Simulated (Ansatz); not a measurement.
**Ga in Ansatz: the effect of target pressure**

The system is Ga.

```
Ga
1.0
     1.38300   -4.02650    0.00000
     1.38300    4.02650    0.00000
    -0.11745    0.00000    3.32993
Ga
2
Direct
  0.13100 0.86900 0.75000
  0.86900 0.13100 0.25000
```

This isn't the form of Ga at room conditions, which is orthorhombic.

Alike in all runs:

- Program: Ansatz 0.2.0
- Task: relaxation of cell and atoms
- Functional: PBEsol
- Potentials or basis: Ansatz PAW
- Cutoff: 420 eV (not typed: the program's choice for these potentials)
- k mesh: 10 × 10 × 8
- Occupations: fermi-dirac, width 0.05 eV
- Spin: no spin polarisation

Each run relaxes the cell or the atoms first.

| target pressure | relaxed volume (Å³/atom) |
| --- | --- |
| 0 GPa | 17.92 |
| 2 GPa | 17.38 |
| 5 GPa | 16.72 |
| 10 GPa | ? |
| 20 GPa | 14.66 |
| 30 GPa | 13.82 |

Question: What does the run with target pressure 10 GPa give?

Answer: Relaxed volume 15.88 Å³/atom.

Worked out: In Murnaghan's law V^(-B') rises as a straight line in P. The other rows fit best with B' = 4.4, V0 = 17.92 Å³/atom and B0 = 62 GPa, which gives 15.86 Å³/atom at 10 GPa, against the run's 15.88.

Caveats: the plane-wave basis is chosen anew once the cell has moved, so the energies of steps on either side of that aren't comparable; the PAW data sets come from PBE, with cores solved anew for the run's functional, which leaves a small shift of forces and pressure; the volume moved by over 15 % at a fixed basis, so the end points are rough (some runs).
